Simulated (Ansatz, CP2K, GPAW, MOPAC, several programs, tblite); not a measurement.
# MoSe2 from cheap methods to r2SCAN

Aim: run MoSe2 through methods of unlike cost and see what each gets, and at what price.

The COD entry's cell or inner coordinates are ideal or old and differ from later refinements, so a difference from it is no clean test against experiment.

Computed with MOPAC, tblite, CP2K, Ansatz (versions at each run) (no spin polarisation, static lattice; gaps from single points on the cell relaxed beforehand with r²SCAN+rVV10, unless a step's input says otherwise).

4 further runs of the same task are left out: 4 set aside as unsound or not needed.

### Step 1. The starting structure

It takes space group P6_3/mmc (No. 194, hexagonal). The conventional cell has a = 3.305 Å, b = 3.305 Å, c = 13.093 Å, α = 90.00°, β = 90.00°, γ = 120.00°. Mo (site symmetry -6m2) has 6 Se at 2.53 Å as nearest neighbours. Se (site symmetry 3m) is surrounded by 3 Mo at 2.53 Å.

Structure file:

```cif
data_structure
_symmetry_space_group_name_H-M 'P 1'
_symmetry_Int_Tables_number 1
_cell_length_a 3.3053
_cell_length_b 3.3053
_cell_length_c 13.0934
_cell_angle_alpha 90.000
_cell_angle_beta 90.000
_cell_angle_gamma 120.000
_cell_volume 123.88
loop_
_atom_site_label
_atom_site_type_symbol
_atom_site_fract_x
_atom_site_fract_y
_atom_site_fract_z
_atom_site_occupancy
Mo1 Mo 0.33333 0.66667 0.25000 1
Mo2 Mo 0.66667 0.33333 0.75000 1
Se1 Se 0.33333 0.66667 0.62342 1
Se2 Se 0.66667 0.33333 0.12342 1
Se3 Se 0.33333 0.66667 0.87658 1
Se4 Se 0.66667 0.33333 0.37658 1
```

**Question.** The methods are PM6, PM7, GFN1-xTB (tblite), GFN2-xTB (tblite), PBE/DZVP, PBE/SZV, coarse PBE, PBE, r2SCAN. What gap does r2SCAN give on this cell, and which other methods (full PBE left aside) come nearest to r2SCAN and farthest in gap?

| quantity | value |
| --- | --- |
| r2SCAN | gap 1.00 eV |
| gap: nearest and farthest of the other methods | PBE/DZVP, coarse PBE (about 0.11 eV off); GFN1-xTB (tblite) (+0.33 eV) |

In words: For the gap (full PBE left aside), PBE/DZVP, coarse PBE tie for nearest to r2SCAN; GFN1-xTB (tblite) is farthest. A minimal basis or a coarse cutoff and mesh shifts results by its own error, so closeness to r2SCAN can be chance. Cluster runs see only the k-points that fold onto the zone centre, so their gaps can miss the band edges. PM7, PM6 ended in an unphysical state and are left out of the comparison. No r2SCAN modulus is at hand, so moduli aren't ranked. CPU times run from 3.8 s (GFN1-xTB (tblite)) to 67 s (PBE/DZVP). On this cell PBE/DZVP cost more than r2SCAN itself (37 s), so it is no saving here. r2SCAN is a yardstick, not the truth: it usually gives gaps below the measured ones.
